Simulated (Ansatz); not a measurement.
# TiO2: the cost of one run

Method: DFT PBEsol, scalar-relativistic, plane waves, PAW, in Ansatz 0.2.0.

1 further run of the same task is left out (set aside as unsound or not needed).

### 1 The starting structure

The structure is tetragonal, space group I4_1/amd (No. 141). The conventional cell has a = 3.770 Å, b = 3.770 Å, c = 9.552 Å, α = 90.00°, β = 90.00°, γ = 90.00°. Ti (site symmetry -4m2) is surrounded by 6 O at 1.93 to 1.98 Å. Around O (site symmetry 2mm) lie 3 Ti at 1.93 to 1.98 Å.

Structure file:

```xyz
6
Lattice="-1.8849 1.8849 4.7759 1.8849 -1.8849 4.7759 1.8849 1.8849 -4.7759" Properties=species:S:1:pos:R:3 pbc="T T T"
Ti    0.0000    0.0000    0.0000
Ti    0.0000    1.8849    2.3879
O     0.0000    0.0000    1.9822
O     0.0000    1.8849    4.3702
O     0.0000    1.8849    0.4057
O     0.0000    0.0000    7.5695
```

This cell was relaxed beforehand with the same method: volume 11.31 Å³/atom, gap on the mesh 2.12 eV.

Bulk energy on matching settings, from an earlier run: -1199.9555 eV/atom.

### 2 The (001) slab

Miller indices refer to the conventional cell of the relaxed bulk, I4_1/amd (No. 141): a = 3.770 Å, b = 3.770 Å, c = 9.552 Å, α = 90.00°, β = 90.00°, γ = 90.00°.

The slab is a (001) slab, 10.4 Å thick as cut, with 15 Å of vacuum; its outer planes are O (top) and O (bottom).

The slab as cut. Its planes from the bottom up:

| plane | atoms per cell | height over the lowest (Å) |
| --- | --- | --- |
| 1 | O | 0.00 |
| 2 | Ti | 0.41 |
| 3 | O | 0.81 |
| 4 | O | 2.39 |
| 5 | Ti | 2.79 |
| 6 | O | 3.20 |
| 7 | O | 4.78 |
| 8 | Ti | 5.18 |
| 9 | O | 5.59 |
| 10 | O | 7.16 |
| 11 | Ti | 7.57 |
| 12 | O | 7.98 |
| 13 | O | 9.55 |
| 14 | Ti | 9.96 |
| 15 | O | 10.36 |

### 3 Single point on the unrelaxed (001) slab

A dipole layer in the vacuum cancels the field that periodic copies would set up if the slab's two faces differ.

input.yaml

```yaml
crystal:
  lattice:
    - [3.7697832588, 0.0, 0.0]
    - [0.0, 3.7697832588, 0.0]
    - [0.0, 0.0, 25.3631029665]
  atoms:
    - { symbol: O, position: [0.5, 0.0, 0.2957051434] }
    - { symbol: Ti, position: [0.5, 0.5, 0.3117002304] }
    - { symbol: O, position: [0.0, 0.5, 0.3276953174] }
    - { symbol: O, position: [0.5, 0.5, 0.3898550282] }
    - { symbol: Ti, position: [0.0, 0.5, 0.4058501152] }
    - { symbol: O, position: [0.0, 0.0, 0.4218452022] }
    - { symbol: O, position: [0.0, 0.5, 0.484004913] }
    - { symbol: Ti, position: [0.0, 0.0, 0.5] }
    - { symbol: O, position: [0.5, 0.0, 0.515995087] }
    - { symbol: O, position: [0.0, 0.0, 0.5781547978] }
    - { symbol: Ti, position: [0.5, 0.0, 0.5941498848] }
    - { symbol: O, position: [0.5, 0.5, 0.6101449718] }
    - { symbol: O, position: [0.5, 0.0, 0.6723046826] }
    - { symbol: Ti, position: [0.5, 0.5, 0.6882997696] }
    - { symbol: O, position: [0.0, 0.5, 0.7042948566] }
basis:
  ecutwfc: 420
kpoints:
  mp_grid: { grid: [7, 7, 1] }
hamiltonian:
  xc: pbesol
scf:
  occupations: { method: gaussian, width: 0.05 }
output:
  forces: true
  stress: true
  eigenvalues: true
  write_density: true
  write_potential: true
  elf: true
  volumetric_format: npy
efield:
  axis: 3
  dipole_correction: true
```

The run is started by

```sh
$ ansatz run input.yaml --threads 2 --pin off --max-ram 5120MiB --backend cpu --events-out ev --progress --plain --runs-dir out
```

What time and memory should one allow on 2 threads of Intel Xeon Platinum 8223CL at 3.00GHz (Skylake/Cascade Lake), shared host?

About 29 s, with a peak of 0.85 GiB.
